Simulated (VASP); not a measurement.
# Cu, density of states at the Fermi level: which settings are enough?

Cu, Fm-3m (no. 225), 1 atom in the cell. PBE, density of states on a second, denser mesh; PAW potentials Cu (PBE set). VASP 6.6.1.

Wanted: states at the Fermi level within 5 %; Fermi level on the dense mesh within 0.02 eV.

POSCAR:
```
Cu
1.0
    0.0000000000      1.8075000000      1.8075000000
    1.8075000000      0.0000000000      1.8075000000
    1.8075000000      1.8075000000      0.0000000000
Cu
1
Direct
    0.0000000000      0.0000000000      0.0000000000
```

The series start from KSPACING_OPT: 0.14; k mesh: 11 × 11 × 11; Cutoff ENCUT (eV): 400; NEDOS: 3001; KPOINTS_OPT_MODE: 1. Each series keeps the choices made before it, and each single choice may use up half of a tolerance.

## KSPACING_OPT

| KSPACING_OPT | States at the Fermi level (states/eV/atom) | Fermi level on the dense mesh (eV) | Time (s) |
|---|---|---|---|
| 0.4 | 0.3013 | 7.690 | 2.8 |
| 0.28 | 0.3194 | 7.680 | 3.3 |
| 0.2 | 0.2998 | 7.634 | 4.4 |
| 0.14 | 0.3011 | 7.621 | 7.0 |
| 0.1 | 0.3004 | 7.610 | 14 |
| 0.075 | 0.3008 | 7.607 | 29 |
| 0.06 (reference) | 0.3017 | 7.605 | 53 |

## k mesh

| k mesh | States at the Fermi level (states/eV/atom) | Fermi level on the dense mesh (eV) | Time (s) |
|---|---|---|---|
| 6 × 6 × 6 | 0.2992 | 7.595 | 12 |
| 7 × 7 × 7 | 0.3007 | 7.615 | 12 |
| 9 × 9 × 9 | 0.3004 | 7.611 | 13 |
| 11 × 11 × 11 | 0.3004 | 7.610 | 14 |
| 14 × 14 × 14 (reference) | 0.3004 | 7.610 | 15 |

## Cutoff ENCUT (eV)

| Cutoff ENCUT (eV) | States at the Fermi level (states/eV/atom) | Fermi level on the dense mesh (eV) | Time (s) |
|---|---|---|---|
| 250 | 0.2975 | 7.583 | 5.4 |
| 300 | 0.3006 | 7.614 | 5.5 |
| 350 | 0.3009 | 7.616 | 6.4 |
| 400 | 0.3007 | 7.615 | 12 |
| 500 | 0.3006 | 7.615 | 18 |
| 600 | 0.3006 | 7.615 | 19 |
| 750 (reference) | 0.3006 | 7.615 | 21 |

## NEDOS

| NEDOS | States at the Fermi level (states/eV/atom) | Fermi level on the dense mesh (eV) | Time (s) |
|---|---|---|---|
| 301 | 0.3001 | 7.614 | 6.7 |
| 1001 | 0.3006 | 7.614 | 6.8 |
| 3001 | 0.3006 | 7.614 | 5.5 |
| 9001 (reference) | 0.3006 | 7.614 | 6.8 |

## KPOINTS_OPT_MODE

| KPOINTS_OPT_MODE | States at the Fermi level (states/eV/atom) | Fermi level on the dense mesh (eV) | Time (s) |
|---|---|---|---|
| 1 | 0.3001 | 7.614 | 6.7 |
| 2 | 0.3001 | 7.614 | 7.5 |

## Question

The rows run from the loosest to the tightest (no order: KPOINTS_OPT_MODE). For each series: choose the loosest value from which every tighter one stays within half of the tolerance; where there is no order, keep the first row unless others stay within half of the tolerance and take at least 30 % less time, and then take the fastest.

## Answer

- KSPACING_OPT: 0.1
- k mesh: 7 × 7 × 7
- Cutoff ENCUT (eV): 300
- NEDOS: 301
- KPOINTS_OPT_MODE: 1

## All choices together

| Input | States at the Fermi level (states/eV/atom) | Fermi level on the dense mesh (eV) | Time (s) |
|---|---|---|---|
| program defaults, k points 0.5 per Å apart (naive) | 0.0908 | 7.786 | 0.7 |
| chosen settings | 0.3001 | 7.614 | 6.7 |
| reference settings throughout | 0.3015 | 7.605 | 91 |

The tolerance is met.

## The input

INCAR:
```
SYSTEM = Cu
PREC     = Accurate       ! precision mode
ENCUT    = 300            ! plane-wave cutoff, eV
EDIFF    = 1E-6           ! SCF threshold, eV
ISMEAR   = -5             ! smearing method
SIGMA    = 0.05           ! smearing width, eV
LASPH    = .TRUE.         ! aspherical terms in the spheres
LREAL    = .FALSE.        ! projectors in reciprocal space
ALGO     = Normal         ! electronic algorithm
NELM     = 120            ! most SCF steps
LWAVE    = .FALSE.        ! write WAVECAR
LCHARG   = .FALSE.        ! write CHGCAR
NBANDS   = 14             ! bands
KPAR     = 2            
GGA      = PE             ! functional
LMAXMIX  = 4              ! l up to which the mixer works
NEDOS    = 301            ! points of the DOS
KSPACING_OPT= 0.1          
KPOINTS_OPT_MODE= 1             
```

KPOINTS:
```
Automatic mesh
0
Gamma
  7 7 7
  0 0 0
```

Commands:
```
cat potpaw_PBE.64/Cu/POTCAR > POTCAR
mpirun -np 2 vasp_std > vasp.out
```

The chosen input took VASP 6.6.1 6.7 s on 2 cores (Intel Xeon 6975P-C (Granite Rapids)), a shared host.

## An input that fails: no diagonalisation on the second mesh

It runs to its end, but against the unchanged starting input it is off by 131 % in the states at the Fermi level, 29.921 eV in the Fermi level on the dense mesh.

Changes against the starting input:
```
- KPOINTS_OPT_MODE = 1
+ KPOINTS_OPT_MODE = 0
```
